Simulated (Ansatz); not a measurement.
Mg$_{3}$Sb$_{2}$ (P-3m1)

The calculation used Ansatz 0.2.0, DFT PBE, scalar-relativistic, plane waves, PAW.

Plane waves to 420 eV, a k mesh through Γ of 12×12×6 on the computed 5-atom cell and Gaussian smearing (0.01 eV); no spin polarisation.

The structure is relaxed at this level of theory with its symmetry kept. Whether it is the stable form of this composition wasn't checked.

```cif
data_structure
_symmetry_space_group_name_H-M 'P-3m1'
_symmetry_Int_Tables_number 164
_cell_length_a 4.5939
_cell_length_b 4.5939
_cell_length_c 7.2743
_cell_angle_alpha 90.000
_cell_angle_beta 90.000
_cell_angle_gamma 120.000
_cell_volume 132.95
loop_
_atom_site_label
_atom_site_type_symbol
_atom_site_symmetry_multiplicity
_atom_site_Wyckoff_symbol
_atom_site_fract_x
_atom_site_fract_y
_atom_site_fract_z
_atom_site_occupancy
Mg1 Mg 2 d 0.33333 0.66667 0.63196 1
Mg2 Mg 1 a 0.00000 0.00000 0.00000 1
Sb1 Sb 2 d 0.33333 0.66667 0.22563 1
```

Problem. Formation energy from the elements' standard states (uncorrected)?

Solution. -0.380 eV/atom.

Problem. Kohn–Sham band gap?

Solution. 0.11 eV.

Problem. Löwdin character of the top 1 eV of the valence band?

Solution. Sb 5p 93 %, unprojected 5 %.

Problem. Löwdin character of the lowest 1 eV of the conduction band?

Solution. Mg 3s 58 %, Sb 5p 17 %, unprojected 22 %.

Problem. Bader charges (e)?

Solution. Mg (2 in the cell) 1.47, Mg (1 in the cell) 1.51, Sb (2 in the cell) -2.23.

Spin-orbit coupling is left out, which matters for the bands of heavy elements.

Cost: 1 run of about 0.95 core-minutes, on AMD EPYC 9B45 (Zen 5) (shared hosts).